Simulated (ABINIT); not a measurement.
# PbSe (Clausthalite) (Fm-3m) in ABINIT: further runs

Aim: see how the results for PbSe (Clausthalite) move with the level of theory and the settings. Levels: HCTH407, PBEsol, AM05. Tasks: band structure.

Everything below comes from runs of ABINIT 10.8.3 (patched build). Logs are shortened: lines on timing, memory, paths and dates and some standing lists are left out, and cuts for length are marked. The log counts tension as positive stress, the text compression.

**What was measured.**

A printed reference work, monograph reports, for a bulk crystal of PbSe: band gap 0.15 eV (direct) at 4.2 K; band gap 0.28 eV (direct) at 300 K.

The runs below are set against these values where they give the same quantity.

**1. The crystal as given**

The structure is cubic, space group Fm-3m (No. 225). The conventional cell has a = 6.121 Å, b = 6.121 Å, c = 6.121 Å, α = 90.00°, β = 90.00°, γ = 90.00°. Pb (site symmetry m-3m) has 6 Se at 3.06 Å as nearest neighbours. Se (site symmetry m-3m) is surrounded by 6 Pb at 3.06 Å.

**2. Band structure, HCTH407**

run.abi

```
# Datasets: ground state, then fixed potential
ndtset 2

# Pseudopotentials
pp_dirpath "./"
pseudos "Pb.GGA_PBE-JTH.xml, Se.GGA_PBE-JTH.xml"

# Structure
acell 8.1795146323 8.1795146323 8.1795146323
rprim
     0.0000000000     0.7071067812     0.7071067812
     0.7071067812     0.0000000000     0.7071067812
     0.7071067812     0.7071067812     0.0000000000
ntypat 2
znucl 82 34
natom 2
typat 1 2
xred
     0.0000000000     0.0000000000     0.0000000000
     0.5000000000     0.5000000000     0.5000000000

# Plane-wave basis
ecut 17.0
pawecutdg 34.0

# Exchange and correlation
ixc 27

# Bands and occupations
occopt 3
tsmear 0.05 eV

# SCF cycle
nstep 100

# Output
iomode 3
prtwf 0
prteig 0
prtebands 0
prtden1 1

# Dataset 1
kptopt1 1
ngkpt1 8 8 8
nshiftk1 1
shiftk1 0.0 0.0 0.0
nband1 14
tolvrs1 1.0e-9

# Dataset 2: bands along G-X-W-K-G-L-U-W-L-K
iscf2 -2
getden2 1
nband2 18
nbdbuf2 2
tolwfr2 1.0e-12
kptopt2 -9
ndivsm2 8
prteig2 1
kptbounds2
     0.0000000000     0.0000000000     0.0000000000
     0.5000000000     0.0000000000     0.5000000000
     0.5000000000     0.2500000000     0.7500000000
     0.3750000000     0.3750000000     0.7500000000
     0.0000000000     0.0000000000     0.0000000000
     0.5000000000     0.5000000000     0.5000000000
     0.6250000000     0.2500000000     0.6250000000
     0.5000000000     0.2500000000     0.7500000000
     0.5000000000     0.5000000000     0.5000000000
     0.3750000000     0.3750000000     0.7500000000
```

Potentials or basis: JTH PAW PBE v2.0.

On the command line:

```console
$ abinit run.abi > log 2>&1
```

run.abo:

```text
.Version 10.8.3 of ABINIT
 DATASET    1 : space group Fm -3 m (#225); Bravais cF (face-center cubic)
================================================================================
 Values of the parameters that define the memory need for DATASET  1.
     intxc =       0    ionmov =       0      iscf =       7    lmnmax =      18
     lnmax =       6     mgfft =      32  mpssoang =       3    mqgrid =    3001
     natom =       2  nloc_mem =       2    nspden =       1   nspinor =       1
    nsppol =       1      nsym =      48    n1xccc =       1    ntypat =       2
    occopt =       3   xclevel =       2
       mpw =        1314          nfft =       32768          nkpt =          29
 PAW method is used; the additional fine FFT grid is defined by:
   mgfftf=        45    nfftf =     91125
================================================================================
================================================================================

 DATASET    2 : space group Fm -3 m (#225); Bravais cF (face-center cubic)
================================================================================
 Values of the parameters that define the memory need for DATASET  2.
     intxc =       0    ionmov =       0      iscf =      -2    lmnmax =      18
     lnmax =       6     mgfft =      32  mpssoang =       3    mqgrid =    3001
     natom =       2  nloc_mem =       2    nspden =       1   nspinor =       1
    nsppol =       1      nsym =      48    n1xccc =       1    ntypat =       2
    occopt =       3   xclevel =       2
       mpw =        1314          nfft =       32768          nkpt =         139
 PAW method is used; the additional fine FFT grid is defined by:
   mgfftf=        45    nfftf =     91125
================================================================================
================================================================================

--------------------------------------------------------------------------------
------------- Echo of variables that govern the present computation ------------
--------------------------------------------------------------------------------
 -outvars: echo values of preprocessed input variables --------
            acell      8.1795146323E+00  8.1795146323E+00  8.1795146323E+00 Bohr
              amu      2.07200000E+02  7.89600000E+01
             ecut      1.70000000E+01 Hartree
           getden1          0
           getden2          1
             iscf1          7
             iscf2         -2
                       outvar_i_n : Printing only first  50 k-points.
              ixc          27
           jdtset        1    2
                       outvar_i_n : Printing only first  50 k-points.
           kptopt1          1
           kptopt2         -9
         kptrlatt        8    0    0      0    8    0      0    0    8
          kptrlen1     6.54361171E+01
          kptrlen2     3.00000000E+01
            natom           2
            nband1         14
            nband2         18
           nbdbuf1          0
           nbdbuf2          2
           ndtset           2
           ndivsm1          0
           ndivsm2          8
            ngfft          32      32      32
          ngfftdg          45      45      45
             nkpt1         29
             nkpt2        139
            nstep         100
             nsym          48
           ntypat           2
           occopt           3
        pawecutdg      3.40000000E+01 Hartree
         pawxcdev           0
        prtebands           0
           prteig1          0
           prteig2          1
            prtwf           0
            rprim      0.0000000000E+00  7.0710678120E-01  7.0710678120E-01
                       7.0710678120E-01  0.0000000000E+00  7.0710678120E-01
                       7.0710678120E-01  7.0710678120E-01  0.0000000000E+00
           shiftk1     0.00000000E+00  0.00000000E+00  0.00000000E+00
           shiftk2     5.00000000E-01  5.00000000E-01  5.00000000E-01
          spgroup         225
           tolvrs1     1.00000000E-09
           tolvrs2     0.00000000E+00
           tolwfr1     0.00000000E+00
           tolwfr2     1.00000000E-12
           tsmear      1.83746611E-03 Hartree
            typat      1  2
           useylm           1
[... 253 lines left out ...]
--------------------------------------------------------------------------------

================================================================================
 Non-SCF case, kpt    1 (  0.00000  0.00000  0.00000), residuals and eigenvalues=
  5.50E-13  8.01E-13  7.29E-13  1.75E-13  2.22E-13  9.66E-13  6.50E-13  9.22E-13
  1.64E-13  6.73E-13  5.70E-13  6.78E-13  1.32E-13  7.69E-13  1.49E-13  4.22E-13
  4.42E-05  8.79E-06
 -5.0679E-01 -5.0679E-01 -5.0679E-01 -5.0600E-01 -5.0600E-01 -3.5721E-01
 -9.4666E-02  7.2654E-02  7.2654E-02  7.2654E-02  3.1619E-01  3.1619E-01
[... 8 lines left out ...]
  6.30E-13  3.88E-13  9.97E-13  1.49E-13  6.25E-13  9.83E-13  1.11E-13  8.36E-14
  2.01E-07  9.48E-05
 -5.0849E-01 -5.0676E-01 -5.0592E-01 -5.0580E-01 -5.0562E-01 -3.0810E-01
 -1.5898E-01 -1.7462E-02  4.6335E-02  5.9918E-02  2.6583E-01  2.8366E-01
  3.4213E-01  3.7834E-01  5.2158E-01  5.2626E-01  6.0055E-01  6.4279E-01
 Non-SCF case, kpt  139 (  0.37500  0.37500  0.75000), residuals and eigenvalues=
  6.74E-13  3.41E-13  6.65E-13  4.32E-13  5.82E-13  5.05E-13  2.06E-13  7.35E-13
  7.51E-13  5.94E-13  1.80E-13  7.25E-13  4.44E-13  2.31E-13  6.63E-13  3.65E-13
  1.53E-07  2.82E-05
 -5.0861E-01 -5.0683E-01 -5.0585E-01 -5.0575E-01 -5.0561E-01 -3.0772E-01
 -1.5682E-01 -2.0297E-02  4.3692E-02  5.6005E-02  2.7179E-01  2.8990E-01
  3.4564E-01  3.7099E-01  5.2736E-01  5.3350E-01  6.0522E-01  6.3605E-01

--- !ResultsGS
iteration_state: {dtset: 2, }
comment   : Summary of ground state results
lattice_vectors:
- [  0.0000000,   5.7837903,   5.7837903, ]
- [  5.7837903,   0.0000000,   5.7837903, ]
- [  5.7837903,   5.7837903,   0.0000000, ]
lattice_lengths: [   8.17951,    8.17951,    8.17951, ]
lattice_angles: [ 60.000,  60.000,  60.000, ] # degrees, (23, 13, 12)
lattice_volume:   3.8696136E+02
convergence: {deltae:  0.000E+00, res2:  0.000E+00, residm:  9.988E-13, diffor:  0.000E+00, }
etotal    :  -7.14100041E+01
entropy   :   0.00000000E+00
fermie    :   1.51599438E-01
cartesian_stress_tensor: null
pressure_GPa: null
xred      :
- [  0.0000E+00,   0.0000E+00,   0.0000E+00, Pb]
- [  5.0000E-01,   5.0000E-01,   5.0000E-01, Se]
cartesian_forces: null
force_length_stats: {min: null, max: null, mean: null, }
...

 Integrated electronic density in atomic spheres:
 ------------------------------------------------
 Atom  Sphere_radius  Integrated_density
    1        2.40264         11.35839509
    2        2.21132          3.99957253

================================================================================

 ----iterations are completed or convergence reached----

 Mean square residual over all n,k,spin=   51.475E-14; max=  99.877E-14
 reduced coordinates (array xred) for    2 atoms
       0.000000000000      0.000000000000      0.000000000000
       0.500000000000      0.500000000000      0.500000000000

 cartesian coordinates (angstrom) at end:
    1      0.00000000000000     0.00000000000000     0.00000000000000
    2      3.06064999797024     3.06064999797024     3.06064999797024
 length scales=  8.179514632300  8.179514632300  8.179514632300 bohr
              =  4.328412736724  4.328412736724  4.328412736724 angstroms
 Eigenvalues (hartree) for nkpt= 139  k points:
 kpt#   1, nband= 18, wtk=  1.00000, kpt=  0.0000  0.0000  0.0000 (reduced coord)
  -0.50679   -0.50679   -0.50679   -0.50600   -0.50600   -0.35721   -0.09467    0.07265
   0.07265    0.07265    0.31619    0.31619    0.31619    0.39457    0.39457    0.39457
   0.47022    0.47498
 kpt#   2, nband= 18, wtk=  1.00000, kpt=  0.0217  0.0000  0.0217 (reduced coord)
  -0.50675   -0.50675   -0.50675   -0.50600   -0.50597   -0.35704   -0.09527    0.07241
   0.07241    0.07372    0.31250    0.31590    0.31590    0.39316    0.39581    0.39581
   0.47163    0.47744
 kpt#   3, nband= 18, wtk=  1.00000, kpt=  0.0435  0.0000  0.0435 (reduced coord)
  -0.50678   -0.50677   -0.50677   -0.50603   -0.50597   -0.35652   -0.09703    0.07167
   0.07167    0.07682    0.30252    0.31512    0.31512    0.38928    0.39941    0.39941
   0.47374    0.48238
 kpt#   4, nband= 18, wtk=  1.00000, kpt=  0.0652  0.0000  0.0652 (reduced coord)
  -0.50682   -0.50676   -0.50676   -0.50608   -0.50598   -0.35565   -0.09977    0.07046
   0.07046    0.08170    0.28850    0.31408    0.31408    0.38371    0.40515    0.40515
   0.47556    0.48314
 kpt#   5, nband= 18, wtk=  1.00000, kpt=  0.0870  0.0000  0.0870 (reduced coord)
[... 525 lines left out ...]
   0.05266    0.06913    0.25126    0.26983    0.32990    0.39509    0.50943    0.51377
   0.59669    0.64969
 kpt# 137, nband= 18, wtk=  1.00000, kpt=  0.3929  0.3929  0.7143 (reduced coord)
  -0.50834   -0.50669   -0.50599   -0.50585   -0.50562   -0.30878   -0.16137   -0.01296
   0.04933    0.06429    0.25896    0.27694    0.33684    0.38642    0.51706    0.51790
   0.59815    0.64819
 kpt# 138, nband= 18, wtk=  1.00000, kpt=  0.3839  0.3839  0.7321 (reduced coord)
  -0.50849   -0.50676   -0.50592   -0.50580   -0.50562   -0.30810   -0.15898   -0.01746
   0.04633    0.05992    0.26583    0.28366    0.34213    0.37834    0.52158    0.52626
   0.60055    0.64279
 kpt# 139, nband= 18, wtk=  1.00000, kpt=  0.3750  0.3750  0.7500 (reduced coord)
  -0.50861   -0.50683   -0.50585   -0.50575   -0.50561   -0.30772   -0.15682   -0.02030
   0.04369    0.05601    0.27179    0.28990    0.34564    0.37099    0.52736    0.53350
   0.60522    0.63605

== END DATASET(S) ==============================================================
================================================================================

 -outvars: echo values of variables after computation  --------
            acell      8.1795146323E+00  8.1795146323E+00  8.1795146323E+00 Bohr
           etotal1    -7.1410004072E+01
            fcart1    -0.0000000000E+00 -0.0000000000E+00 -0.0000000000E+00
                      -0.0000000000E+00 -0.0000000000E+00 -0.0000000000E+00
            rprim      0.0000000000E+00  7.0710678120E-01  7.0710678120E-01
                       7.0710678120E-01  0.0000000000E+00  7.0710678120E-01
                       7.0710678120E-01  7.0710678120E-01  0.0000000000E+00
           strten1    -1.2315348207E-04 -1.2315348207E-04 -1.2315348207E-04
                       0.0000000000E+00  0.0000000000E+00  0.0000000000E+00
           xangst      0.0000000000E+00  0.0000000000E+00  0.0000000000E+00
                       3.0606499980E+00  3.0606499980E+00  3.0606499980E+00
             xred      0.0000000000E+00  0.0000000000E+00  0.0000000000E+00
                       5.0000000000E-01  5.0000000000E-01  5.0000000000E-01
 Calculation completed.
```

It took 93 s on 1 thread of Arm Neoverse V2, shared host; peak memory 0.15 GiB.

Results:

| Property | Result |
| --- | --- |
| Free energy | -1943.1652 eV |
| Band gap on the k mesh | 0.64 eV, direct |
| Valence electrons inside the program's atomic spheres | Pb 11.36; Se 4.00 |

Levels at the corners of the path, in eV from the valence-band top:
| point | band 6 | band 7 | band 8 | band 9 | band 10 | band 11 | band 12 | band 13 | band 14 | band 15 |
| --- | --- | --- | --- | --- | --- | --- | --- | --- | --- | --- |
| Γ | -13.53 | -6.38 | -1.83 | -1.83 | -1.83 | 4.80 | 4.80 | 4.80 | 6.93 | 6.93 |
| X | -12.18 | -7.46 | -4.75 | -3.11 | -3.11 | 4.29 | 5.66 | 5.66 | 6.16 | 11.52 |
| W | -12.14 | -8.06 | -4.03 | -4.03 | -0.79 | 2.05 | 5.20 | 5.20 | 8.05 | 8.05 |
| K | -12.18 | -8.07 | -4.36 | -2.62 | -2.28 | 3.59 | 4.08 | 5.60 | 6.29 | 10.54 |
| Γ | -13.53 | -6.38 | -1.83 | -1.83 | -1.83 | 4.80 | 4.80 | 4.80 | 6.93 | 6.93 |
| L | -12.50 | -8.79 | -1.42 | -1.42 | 0.00 | 0.64 | 1.86 | 1.86 | 9.23 | 10.50 |
| U | -12.18 | -8.07 | -4.36 | -2.62 | -2.28 | 3.59 | 4.08 | 5.60 | 6.29 | 10.54 |
| W | -12.14 | -8.06 | -4.03 | -4.03 | -0.79 | 2.05 | 5.20 | 5.20 | 8.05 | 8.05 |
| L | -12.50 | -8.79 | -1.42 | -1.42 | 0.00 | 0.64 | 1.86 | 1.86 | 9.23 | 10.50 |
| K | -12.18 | -8.07 | -4.36 | -2.62 | -2.28 | 3.59 | 4.08 | 5.60 | 6.29 | 10.54 |

Caveat: the cutoff is too short for stress, so the log's stress isn't used; the PAW data sets were made with another functional, which shifts forces and pressure a little; spin-orbit coupling is left out, which as a rule narrows the gap of such compounds by several tenths of an eV.

**3. Band structure, PBEsol**

Edit run.abi of step 2 so:

```diff
@@ -8,3 +8,3 @@
 # Structure
-acell 8.1795146323 8.1795146323 8.1795146323
+acell 4.3284127397 4.3284127397 4.3284127397 Angstrom
 rprim
@@ -22,3 +22,3 @@
 # Plane-wave basis
-ecut 17.0
+ecut 462.593566 eV
 pawecutdg 34.0
@@ -26,3 +26,3 @@
 # Exchange and correlation
-ixc 27
+ixc -116133
 
@@ -41,2 +41,5 @@
 prtden1 1
+prtvha1 1
+prtvclmb1 1
+prtpot1 1
 
@@ -57,4 +60,5 @@
 kptopt2 -9
-ndivsm2 8
+ndivsm2 6
 prteig2 1
+prtvol2 -3
 kptbounds2
```

Potentials or basis: JTH PAW PBE v2.0.

On the command line:

```console
$ abinit run.abi > log 2>&1
```

It took 75 s on 1 thread of Arm Neoverse V2, shared host; peak memory 0.14 GiB.

The run converged. Its results:

* Free energy: -1928.1605 eV
* Band gap on the k mesh: 0.20 eV, direct
* Valence electrons inside the program's atomic spheres: Pb 11.31; Se 3.89

Levels at the corners of the path, in eV from the valence-band top:
| point | band 6 | band 7 | band 8 | band 9 | band 10 | band 11 | band 12 | band 13 | band 14 | band 15 |
| --- | --- | --- | --- | --- | --- | --- | --- | --- | --- | --- |
| Γ | -13.60 | -6.34 | -1.87 | -1.87 | -1.87 | 4.69 | 4.69 | 4.69 | 6.48 | 6.48 |
| X | -12.15 | -7.42 | -5.02 | -3.24 | -3.24 | 3.60 | 5.59 | 5.59 | 6.00 | 11.42 |
| W | -12.12 | -8.05 | -4.26 | -4.26 | -0.78 | 1.83 | 4.90 | 4.90 | 7.69 | 7.69 |
| K | -12.16 | -8.07 | -4.61 | -2.73 | -2.42 | 3.34 | 3.99 | 5.40 | 5.77 | 10.13 |
| Γ | -13.60 | -6.34 | -1.87 | -1.87 | -1.87 | 4.69 | 4.69 | 4.69 | 6.48 | 6.48 |
| L | -12.53 | -8.84 | -1.45 | -1.45 | 0.00 | 0.20 | 1.64 | 1.64 | 8.45 | 10.13 |
| U | -12.16 | -8.07 | -4.61 | -2.73 | -2.42 | 3.34 | 3.99 | 5.40 | 5.77 | 10.13 |
| W | -12.12 | -8.05 | -4.26 | -4.26 | -0.78 | 1.83 | 4.90 | 4.90 | 7.69 | 7.69 |
| L | -12.53 | -8.84 | -1.45 | -1.45 | 0.00 | 0.20 | 1.64 | 1.64 | 8.45 | 10.13 |
| K | -12.16 | -8.07 | -4.61 | -2.73 | -2.42 | 3.34 | 3.99 | 5.40 | 5.77 | 10.13 |

Caveat: the cutoff is too short for stress, so the log's stress isn't used; the PAW data sets were made with another functional, which shifts forces and pressure a little; spin-orbit coupling is left out, which as a rule narrows the gap of such compounds by several tenths of an eV.

**4. Band structure, AM05**

Edit run.abi of step 3 so:

```diff
@@ -8,7 +8,7 @@
 # Structure
-acell 4.3284127397 4.3284127397 4.3284127397 Angstrom
+acell 3*1.0
 rprim
-     0.0000000000     0.7071067812     0.7071067812
-     0.7071067812     0.0000000000     0.7071067812
-     0.7071067812     0.7071067812     0.0000000000
+     0.0000000000     5.7837902633     5.7837902633
+     5.7837902633     0.0000000000     5.7837902633
+     5.7837902633     5.7837902633     0.0000000000
 ntypat 2
@@ -22,3 +22,3 @@
 # Plane-wave basis
-ecut 462.593566 eV
+ecut 17.0
 pawecutdg 34.0
@@ -26,3 +26,3 @@
 # Exchange and correlation
-ixc -116133
+ixc -120135
 
@@ -62,3 +62,2 @@
 prteig2 1
-prtvol2 -3
 kptbounds2
```

On the command line:

```console
$ abinit run.abi > log 2>&1
```

Wall time 74 s (1 thread of Arm Neoverse V2, shared host); peak memory 0.14 GiB.

It converged, with:

```yaml
Free_energy: -1927.7909 eV
Band_gap_on_the_k_mesh: 0.26 eV, direct
Valence_electrons_inside_the_program's_atomic_spheres: Pb 11.31; Se 3.90
```

Levels at the corners of the path, in eV from the valence-band top:
```
point  band 7  band 8  band 9  band 10  band 11  band 12  band 13  band 14
    Γ   -6.34   -1.87   -1.87    -1.87     4.71     4.71     4.71     6.54
    X   -7.43   -4.99   -3.23    -3.23     3.70     5.60     5.60     6.04
    W   -8.06   -4.23   -4.23    -0.78     1.86     4.95     4.95     7.74
    K   -8.08   -4.58   -2.72    -2.40     3.38     4.00     5.43     5.84
    Γ   -6.34   -1.87   -1.87    -1.87     4.71     4.71     4.71     6.54
    L   -8.84   -1.44   -1.44     0.00     0.26     1.67     1.67     8.56
    U   -8.08   -4.58   -2.72    -2.40     3.38     4.00     5.43     5.84
    W   -8.06   -4.23   -4.23    -0.78     1.86     4.95     4.95     7.74
    L   -8.84   -1.44   -1.44     0.00     0.26     1.67     1.67     8.56
    K   -8.08   -4.58   -2.72    -2.40     3.38     4.00     5.43     5.84
```

Caveat: the cutoff is too short for stress, so the log's stress isn't used; the PAW data sets were made with another functional, which shifts forces and pressure a little; spin-orbit coupling is left out, which as a rule narrows the gap of such compounds by several tenths of an eV.

**5. Overview**

```csv
level,gap on the mesh (eV)
HCTH407,0.64
PBEsol,0.20
AM05,0.26
```

Alike in all rows: task band structure; potentials or basis JTH PAW PBE v2.0; no spin polarisation; cell as given; k mesh 8 × 8 × 8; cutoff (eV) 463; smearing fermi-dirac 0.05 eV.

On the cell as given the gap runs from 0.20 eV (PBEsol) to 0.64 eV (HCTH407).

Caveats: the PAW data sets were made with another functional, which shifts forces and pressure a little; spin-orbit coupling is left out, which as a rule narrows the gap of such compounds by several tenths of an eV.

Total energies depend on the potentials used, so only differences within one code and one set of settings carry meaning.

**6. How close it comes**

Step 2. A measured gap of PbSe is 0.15 eV (direct; 4.2 K; a printed reference work, monograph); the calculated 0.64 eV misses it by +0.49 eV. 2 values of this kind are on record (0.15 to 0.28 eV); this one was drawn at random. Spin-orbit coupling on Pb, Se is left out. The value is that of HCTH407 on a finite k mesh, which can miss the band edges, without temperature or zero-point motion.

Step 3. A measured gap of PbSe is 0.28 eV (direct; 300 K; a printed reference work, monograph); the calculated 0.20 eV misses it by -0.08 eV. 2 values of this kind are on record (0.15 to 0.28 eV); this one was drawn at random. Spin-orbit coupling on Pb, Se is left out. The value is that of PBEsol on a finite k mesh, which can miss the band edges, without temperature or zero-point motion. Semilocal functionals fall short of measured gaps as a rule.

Step 4. Measured gap of PbSe: 0.28 eV (direct; 300 K; a printed reference work, monograph). This calculation gives 0.26 eV (-0.02 eV). 2 values of this kind are on record (0.15 to 0.28 eV); this one was drawn at random. Spin-orbit coupling on Pb, Se is left out. The value is that of AM05 on a finite k mesh, which can miss the band edges, without temperature or zero-point motion. Semilocal functionals fall short of measured gaps as a rule.
